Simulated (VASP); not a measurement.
# PbO (Litharge) (P4/nmm) in VASP: notebook

The runs below take PbO (Litharge) through single point, with LDA.

Everything below comes from runs of VASP 6.6.1. Logs are shortened: lines on timing, memory, paths and dates and some standing lists are left out, and cuts for length are marked.

### 1 The crystal as given

It takes space group P4/nmm (No. 129, tetragonal). The conventional cell has a = 3.990 Å, b = 3.990 Å, c = 5.010 Å, α = 90.00°, β = 90.00°, γ = 90.00°. Around Pb (site symmetry 4mm) lie 4 O at 2.33 Å. O (site symmetry -4m2) is surrounded by 4 Pb at 2.33 Å.

### 2 Single point, LDA

Input file INCAR:

```
SYSTEM = PbO
PREC = Normal ; ENCUT = 400
EDIFF = 1E-4 ; ISMEAR = 0
SIGMA = 0.05 ; LREAL = Auto
LASPH = .True. ; NELM = 100
ALGO = Normal ; ISIF = 2
LWAVE = .False. ; LCHARG = .False.
ADDGRID = .False.
```

Input file KPOINTS:

```
regular mesh
0
Gamma
  4 4 3
  0 0 0
```

Input file POSCAR:

```
PbO
1.0
    3.9900000000      0.0000000000      0.0000000000
    0.0000000000      3.9900000000      0.0000000000
    0.0000000000      0.0000000000      5.0100000000
Pb O
2 2
Direct
    0.5000000000      0.0000000000      0.7600000000
    0.0000000000      0.5000000000      0.2400000000
    0.5000000000      0.5000000000      0.0000000000
    0.0000000000      0.0000000000      0.0000000000
```

Potentials or basis: VASP PAW LDA potentials, release 64 (Pb_d, O).

Launch:

```
cat potpaw_LDA.64/Pb_d/POTCAR potpaw_LDA.64/O/POTCAR > POTCAR
mpirun -np 1 vasp_std > vasp.out
```

OUTCAR:

```text
SYSTEM = PbO
   PREC = Normal
   ENCUT = 400
   EDIFF = 1E-4
   ISMEAR = 0
   LREAL = Auto
   LASPH = .True.
   NELM = 100
   ISIF = 2

 Found     12 irreducible k-points:

 Following reciprocal coordinates:
            Coordinates               Weight
  0.000000  0.000000  0.000000      1.000000
  0.250000  0.000000  0.000000      4.000000
  0.500000  0.000000  0.000000      2.000000
  0.250000  0.250000  0.000000      4.000000
  0.500000  0.250000  0.000000      4.000000
  0.500000  0.500000  0.000000      1.000000
   k-points           NKPTS =     12   k-points in BZ     NKDIM =     12   number of bands    NBANDS=     24
   number of dos      NEDOS =    301   number of ions     NIONS =      4
   total plane-waves  NPLWV =  11200
   dimension x,y,z NGX =    20 NGY =   20 NGZ =   28
   dimension x,y,z NGXF=    40 NGYF=   40 NGZF=   56
   ions per type =               2   2
   NGX,Y,Z   is equivalent  to a cutoff of   8.33,  8.33,  9.29 a.u.
   NGXF,Y,Z  is equivalent  to a cutoff of  16.67, 16.67, 18.58 a.u.
 SYSTEM =  PbO
   PREC   = normal    normal or accurate (medium, high low for compatibility)
   ISTART =      0    job   : 0-new  1-cont  2-samecut
   ICHARG =      2    charge: 1-file 2-atom 10-const
   ISPIN  =      1    spin polarized calculation?
   LNONCOLLINEAR =      F non collinear calculations
   LSORBIT =      F    spin-orbit coupling
   LASPH  =      T    aspherical Exc in radial PAW
   ENCUT  =  400.0 eV  29.40 Ry    5.42 a.u.   6.51  6.51  8.17*2*pi/ulx,y,z
   NELM   =    100;   NELMIN=  2; NELMDL= -5     # of ELM steps
   EDIFF  = 0.1E-03   stopping-criterion for ELM
   LREAL  =      T    real-space projection
   EDIFFG = 0.1E-02   stopping-criterion for IOM
   NSW    =      0    number of steps for IOM
   IBRION =     -1    ionic relax: 0-MD 1-quasi-New 2-CG
   NFREE  =      0    steps in history (QN), initial steepest desc. (CG)
   ISIF   =      2    stress and relaxation
   ISYM   =      2    0-nonsym 1-usesym 2-fastsym
   POTIM  = 0.5000    time-step for ionic-motion
   TEBEG  =    0.0;   TEEND  =   0.0 temperature during run
   PSTRESS=    0.0 pullay stress
   NELECT =      40.0000    total number of electrons
   NUPDOWN=      -1.0000    fix difference up-down
   EMIN   =  10.00;   EMAX   =-10.00  energy-range for DOS
   EFERMI =   0.00;   METHOD = LEGACY
   ISMEAR =     0;   SIGMA  =   0.05  broadening in eV -4-tet -1-fermi 0-gaus
   EFERMI_NEDOS =   21; number of points for ismear=-14 and -15
   IALGO  =     38    algorithm
   IMIX   =      4    mixing-type and parameters
     AMIX     =   0.40;   BMIX     =  1.00
     AMIX_MAG =   1.60;   BMIX_MAG =  1.00
  volume/ion in A,a.u.               =      19.94       134.56
  Fermi-wavevector in a.u.,A,eV,Ry     =   1.300670  2.457909 23.017539  1.691741
  Thomas-Fermi vector in A             =   2.431853
   LORBIT       =      0    0 simple, 1 ext, 2 COOP (PROOUT), +10 PAW based schemes
   GGA     = CA    functional components
   LHFCALC =     F    Hartree Fock is set to
   AEXX    =    0.0000 exact exchange contribution
   IVDW    =     0    specifies the selected vdW correction
   LEPSILON=     F    determine dielectric tensor
   LRPA    =     F    only Hartree local field effects (RPA)
 non-spin polarized calculation
 Gauss-broadening in eV      SIGMA  =   0.05
  energy-cutoff  :      400.00
  volume of cell :       79.76
 maximum number of plane-waves:      1465
   NGX = 13   NGY = 13   NGZ = 17

 number of electron      40.0000092 magnetization

 Free energy of the ion-electron system (eV)
  ---------------------------------------------------
  ext. energy  EPLUGINS =         0.00000000
  ---------------------------------------------------
  free energy    TOTEN  =       -24.39979356 eV

  energy without entropy =      -24.39979356  energy(sigma->0) =      -24.39979356

 E-fermi :   4.9553     XC(G=0): -10.2907

 val. band max:        4.7405069001   @ k =   0.0000   0.0000   0.0000
 cond. band min:       5.8420893615   @ k =   0.5000   0.5000   0.0000
 fundamental gap:      1.1015824614
 Fermi energy:         4.9553038644

 k-point     1 :       0.0000    0.0000    0.0000
  band No.  band energies     occupation
      1     -13.2579      2.00000
      2     -12.7854      2.00000
      3     -11.1866      2.00000
      4     -11.1866      2.00000
      5     -11.1219      2.00000
      6     -11.1092      2.00000
      7     -11.0273      2.00000
      8     -10.9583      2.00000
      9     -10.9583      2.00000
     10     -10.9547      2.00000
     11     -10.9270      2.00000
     12      -9.4749      2.00000
     13      -2.4322      2.00000
     14      -1.9583      2.00000
     15       0.5369      2.00000
     16       0.5369      2.00000
     17       3.0954      2.00000
     18       3.1692      2.00000
     19       3.1692      2.00000
     20       4.7405      2.00000
     21       7.0933      0.00000
     22      10.1869      0.00000
     23      10.2461      0.00000
     24      10.2461      0.00000

 k-point     2 :       0.2500    0.0000    0.0000
  band No.  band energies     occupation
      1     -13.1447      2.00000
      2     -12.8232      2.00000
      3     -11.1568      2.00000
      4     -11.1544      2.00000
      5     -11.0773      2.00000
      6     -11.0772      2.00000
      7     -11.0432      2.00000
      8     -10.9746      2.00000
      9     -10.9732      2.00000
     10     -10.9522      2.00000
     11     -10.7766      2.00000
     12      -9.6609      2.00000
     13      -2.6221      2.00000
     14      -1.9870      2.00000
     15       0.7793      2.00000
     16       0.9043      2.00000
     17       2.2970      2.00000
     18       2.7588      2.00000
     19       2.8635      2.00000
     20       4.5461      2.00000
     21       8.2242      0.00000
     22       8.2454      0.00000
     23      10.1776      0.00000
     24      10.5663      0.00000

 k-point     3 :       0.5000    0.0000    0.0000
  band No.  band energies     occupation
      1     -12.9524      2.00000
      2     -12.9524      2.00000
      3     -11.0915      2.00000
      4     -11.0915      2.00000
      5     -11.0911      2.00000
      6     -11.0911      2.00000
      7     -10.9894      2.00000
      8     -10.9894      2.00000
      9     -10.9856      2.00000
     10     -10.9856      2.00000
     11     -10.2360      2.00000
     12     -10.2360      2.00000
     13      -2.4614      2.00000
     14      -2.4614      2.00000
     15       1.5928      2.00000
     16       1.5928      2.00000
     17       1.8100      2.00000
     18       1.8100      2.00000
     19       3.0988      2.00000
     20       3.0988      2.00000
     21       8.0675      0.00000
     22       8.0675      0.00000
     23      11.2727      0.00000
     24      11.2731      0.00000

 k-point     4 :       0.2500    0.2500    0.0000
  band No.  band energies     occupation
      1     -13.0679      2.00000
      2     -12.8515      2.00000
      3     -11.1482      2.00000
      4     -11.0945      2.00000
      5     -11.0543      2.00000
      6     -11.0531      2.00000
      7     -11.0435      2.00000
      8     -10.9700      2.00000
      9     -10.9639      2.00000
     10     -10.9426      2.00000
     11     -10.6470      2.00000
     12      -9.7649      2.00000
     13      -2.9573      2.00000
     14      -2.2778      2.00000
     15       0.6553      2.00000
     16       1.8236      2.00000
     17       1.9564      2.00000
     18       2.0863      2.00000
     19       3.5574      2.00000
     20       4.2702      2.00000
     21       7.7378      0.00000
     22       8.0932      0.00000
     23       9.4031      0.00000
     24       9.8148      0.00000

 k-point     5 :       0.5000    0.2500    0.0000
  band No.  band energies     occupation
      1     -12.9410      2.00000
      2     -12.9410      2.00000
      3     -11.0748      2.00000
      4     -11.0748      2.00000
      5     -11.0684      2.00000
      6     -11.0684      2.00000
      7     -10.9691      2.00000
      8     -10.9691      2.00000
      9     -10.9554      2.00000
     10     -10.9554      2.00000
     11     -10.1839      2.00000
     12     -10.1839      2.00000
     13      -2.9693      2.00000
     14      -2.9693      2.00000
     15       1.2931      2.00000
     16       1.2931      2.00000
     17       2.5910      2.00000
     18       2.5910      2.00000
     19       3.3637      2.00000
     20       3.3637      2.00000
     21       7.1913      0.00000
     22       7.1913      0.00000
     23      10.0811      0.00000
     24      10.0811      0.00000

 k-point     6 :       0.5000    0.5000    0.0000
  band No.  band energies     occupation
      1     -12.9354      2.00000
      2     -12.9354      2.00000
      3     -11.0962      2.00000
      4     -11.0962      2.00000
      5     -10.9955      2.00000
      6     -10.9955      2.00000
      7     -10.9436      2.00000
      8     -10.9436      2.00000
      9     -10.9275      2.00000
     10     -10.9275      2.00000
     11     -10.1265      2.00000
     12     -10.1265      2.00000
     13      -3.4726      2.00000
     14      -3.4726      2.00000
     15       1.3778      2.00000
     16       1.3778      2.00000
     17       3.0985      2.00000
     18       3.0985      2.00000
     19       3.7912      2.00000
     20       3.7912      2.00000
     21       5.8421      0.00000
     22       5.8421      0.00000
     23       9.9017      0.00000
     24       9.9017      0.00000

 [... further k-points ...]

------------------------ aborting loop because EDIFF is reached ----------------------------------------

  FORCE on cell =-STRESS in cart. coord.  units (eV):
  Direction    XX          YY          ZZ          XY          YZ          ZX
  --------------------------------------------------------------------------------------
  -------------------------------------------------------------------------------------
  Total       -2.9531825     -2.9531825     -2.9260246      0.0000000      0.0000000      0.0000000
  in kB      -59.3222143    -59.3222143    -58.7766783      0.0000000      0.0000000      0.0000000
  external PRESSURE =     -59.1403690 kB  Pullay stress =       0.0000000 kB

 VOLUME and BASIS-vectors are now :
 -----------------------------------------------------------------------------
  energy-cutoff  :      400.00
  volume of cell :       79.76
      direct lattice vectors                 reciprocal lattice vectors
     3.990000000  0.000000000  0.000000000     0.250626566  0.000000000  0.000000000
     0.000000000  3.990000000  0.000000000     0.000000000  0.250626566  0.000000000
     0.000000000  0.000000000  5.010000000     0.000000000  0.000000000  0.199600798

 POSITION                                       TOTAL-FORCE (eV/Angst)
 -----------------------------------------------------------------------------------
      1.99500      0.00000      3.80760         0.000000      0.000000      0.518052
      0.00000      1.99500      1.20240        -0.000000      0.000000     -0.518052
      1.99500      1.99500      0.00000         0.000000     -0.000000      0.000000
      0.00000      0.00000      0.00000         0.000000      0.000000      0.000000
 -----------------------------------------------------------------------------------
    total drift:                               -0.000000      0.000000     -0.000000

  FREE ENERGIE OF THE ION-ELECTRON SYSTEM (eV)
  ---------------------------------------------------
  free  energy   TOTEN  =       -24.3997935603 eV

  energy  without entropy=      -24.3997935603  energy(sigma->0) =      -24.39979356
```

Run time: 7.1 s. Hardware: 1 thread of Intel Xeon Platinum 8488C (Sapphire Rapids), shared host; peak memory 0.13 GiB.

The run converged, but some of its settings lie outside the range that counts as converged, so its numbers aren't taken as properties of the crystal.

Results:

| Property | Result |
| --- | --- |
| Free energy | -24.3998 eV |
| Largest force | 0.518 eV/Å |
| Band gap on the k mesh | 1.10 eV, indirect (least direct gap 2.05 eV) |

Caveat: the cutoff is under 1.25 times the usual one of these potentials, so pressure, stress and relaxed cells hold a basis-set (Pulay) error; spin-orbit coupling is left out, which as a rule narrows the gap of such compounds by several tenths of an eV; an odd mesh through Γ misses points on the zone boundary, where band edges often lie.

### 3 Single point, LDA

Input file INCAR:

```
SYSTEM = PbO
PREC = Accurate ; ENCUT = 600
EDIFF = 1E-7 ; ISMEAR = 0
SIGMA = 0.05 ; LREAL = .False.
LASPH = .True. ; NELM = 100
ALGO = Normal ; ISIF = 2
LWAVE = .False. ; LCHARG = .False.
ADDGRID = .False.
```

Input file KPOINTS:

```
regular mesh
0
Gamma
  3 3 3
  0 0 0
```

POSCAR is that of step 2.

Potentials or basis: VASP PAW LDA potentials, release 64 (Pb_d, O).

Launch:

```
cat potpaw_LDA.64/Pb_d/POTCAR potpaw_LDA.64/O/POTCAR > POTCAR
mpirun -np 1 vasp_std > vasp.out
```

It took 12 s on 1 thread of Intel Xeon Platinum 8488C (Sapphire Rapids), shared host; peak memory 0.16 GiB.

The run converged, but some of its settings lie outside the range that counts as converged, so its numbers aren't taken as properties of the crystal.

Results:

```yaml
Free_energy: -24.3811 eV
Pressure: -3.5 GPa
Largest_force: 0.491 eV/Å
Band_gap_on_the_k_mesh: 1.92 eV, indirect (least direct gap 2.36 eV)
```

Caveat: the k mesh is coarse (spacing up to 0.52 Å⁻¹), so the values aren't converged; spin-orbit coupling is left out, which as a rule narrows the gap of such compounds by several tenths of an eV; an odd mesh through Γ misses points on the zone boundary, where band edges often lie.
